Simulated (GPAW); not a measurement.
Runs of GPAW 26.7.0 on BN. The structure is cubic, space group F-43m (No. 216). The conventional cell has a = 3.626 Å, b = 3.626 Å, c = 3.626 Å, α = 90.00°, β = 90.00°, γ = 90.00°. N (site symmetry -43m) is surrounded by 4 B at 1.57 Å. Around B (site symmetry -43m) lie 4 N at 1.57 Å. The cell is a database's computed one.

```csv
task,level,potentials or basis,k mesh,cutoff (eV),maxiter,band path,band points,eigensolver,mesh quality,gap on the mesh (eV),pressure (GPa)
band structure,LDA,"the program's PAW data sets (release 1.2.1) made for this functional, pw",10 × 10 × 10,800,150,"GXWKGLUWLK,UX",80,-,not flagged,4.35,-15.5
single point,TB-mBJ,"GPAW PAW data sets for LDA (gpaw-data 1.2.1), pw",10 × 10 × 10,800,150,-,-,-,not flagged,(b),-
single point,PBEsol0,"GPAW PAW data sets (gpaw-data 1.2.1), pw",6 × 6 × 6,600,60,-,-,-,coarse,6.40,-
band structure,revTPSS,"GPAW PAW data sets (gpaw-data 1.2.1), pw",10 × 10 × 10,800,150,"GXWKGLUWLK,UX",80,davidson,not flagged,4.32,-4.1
band structure,LDA,"PAW data sets generated in the run's folder for this functional, pw",10 × 10 × 10,800,150,"GXWKGLUWLK,UX",100,-,not flagged,4.35,-15.5
band structure,PBEsol,"PAW data sets generated in the run's folder for this functional, pw",10 × 10 × 10,800,150,"GXWKGLUWLK,UX",60,-,not flagged,4.28,(a)
```

Alike in all rows: no spin polarisation; cell as given; smearing fermi-dirac 0.05 eV.

Q: Fill in the values left out.

A: (a) -7.5; (b) 5.83.

Caveats: some runs use coarse meshes; the PAW data sets were made with another functional, which shifts forces and pressure a little (some runs); so large a pressure means that the cell lies far from this level's equilibrium, or that cutoff or potentials fall short (some runs); a model potential gives levels but no total energy (some runs).

A k mesh can miss the band edges.

Runs at the PBE level aren't shown here.
